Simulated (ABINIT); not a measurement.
A run of ABINIT 10.8.3 (patched build) is set up as follows.

The input run.abi:

```
# Datasets: ground state, then fixed potential
ndtset 2

# Pseudopotentials
pp_dirpath "./"
pseudos "Ti.GGA_PBE-JTH.xml, B.GGA_PBE-JTH.xml"

# Structure
acell 3*1.0 Angstrom
rprim
     3.0292000000     0.0000000000     0.0000000000
    -1.5146000000     2.6233641531     0.0000000000
     0.0000000000     0.0000000000     3.2284000000
ntypat 2
znucl 22 5
natom 3
typat 1 2 2
xred
     0.0000000000     0.0000000000     0.0000000000
     0.6666666667     0.3333333333     0.5000000000
     0.3333333333     0.6666666667     0.5000000000

# Plane-wave basis
ecut 408.170794 eV
pawecutdg 30.0

# Exchange and correlation
ixc -106131

# Bands and occupations
occopt 3
tsmear 0.00183747

# SCF cycle
nstep 100

# Output
iomode 3
prtwf 0
prteig 0
prtebands 0
enunit 1
prtden1 1

# Dataset 1
kptopt1 1
ngkpt1 10 10 8
nshiftk1 1
shiftk1 0.0 0.0 0.0
nband1 13
tolvrs1 1.0e-9

# Dataset 2: bands along G-M-K-G-A-L-H-A
iscf2 -2
getden2 1
nband2 19
nbdbuf2 4
tolwfr2 1.0e-11
kptopt2 -7
ndivsm2 6
prteig2 1
kptbounds2
     0.0000000000     0.0000000000     0.0000000000
     0.5000000000     0.0000000000     0.0000000000
     0.3333333333     0.3333333333     0.0000000000
     0.0000000000     0.0000000000     0.0000000000
     0.0000000000     0.0000000000     0.5000000000
     0.5000000000     0.0000000000     0.5000000000
     0.3333333333     0.3333333333     0.5000000000
     0.0000000000     0.0000000000     0.5000000000
```

Potentials or basis: JTH PAW PBE v2.0.

The run is started by

```bash
$ abinit run.abi > log 2>&1
```

Question: Predict the band gap on the k mesh.

Answer: None (metal or under the smearing width).

Question: Estimate the pressure.

Answer: 7.1 GPa.

Stress tensor (GPa, compression positive):
```
 5.45  0.00  0.00
 0.00  5.45  0.00
 0.00  0.00 10.31
```

Caveat: the PAW data sets were made with another functional, which shifts forces and pressure a little; the atomic spheres overlap.
